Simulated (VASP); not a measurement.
Input of a VASP 6.6.1 run:

Contents of INCAR:

```
SYSTEM = W
  PREC = Accurate
  ENCUT = 600
  EDIFF = 1E-6
  ISMEAR = 1
  SIGMA = 0.1
  LREAL = .FALSE.
  LASPH = .TRUE.
  NELM = 120
  ALGO = Normal
  ISIF = 3
  LWAVE = .FALSE.
  LCHARG = .FALSE.
  GGA = PE
  IBRION = 2
  NSW = 80
  EDIFFG = -0.005
  KPAR = 2
```

The input KPOINTS:

```
regular mesh
0
G
  19 19 19
  0 0 0
```

The input POSCAR:

```
W
1.0
   -1.5851578000      1.5851578000      1.5851578000
    1.5851578000     -1.5851578000      1.5851578000
    1.5851578000      1.5851578000     -1.5851578000
W
1
Direct
    0.0000000000      0.0000000000      0.0000000000
```

Potentials or basis: VASP PAW PBE potentials, release 64 (W_sv).

Launch:

```console
$ cat potpaw_PBE.64/W_sv/POTCAR > POTCAR
$ mpirun -np 2 vasp_std > vasp.out
```

Task: Estimate the space group after relaxing (to 0.05 Å).

Result: Im-3m (No. 229).

Task: Estimate the band gap on the k mesh.

Result: None (metal or under the smearing width).

Final structure:
```
CELL_PARAMETERS angstrom
-1.59253 1.59253 1.59253
1.59253 -1.59253 1.59253
1.59253 1.59253 -1.59253
ATOMIC_POSITIONS crystal
W 0.00000 0.00000 0.00000
```

Spin-orbit coupling is left out, which matters for the levels of W.
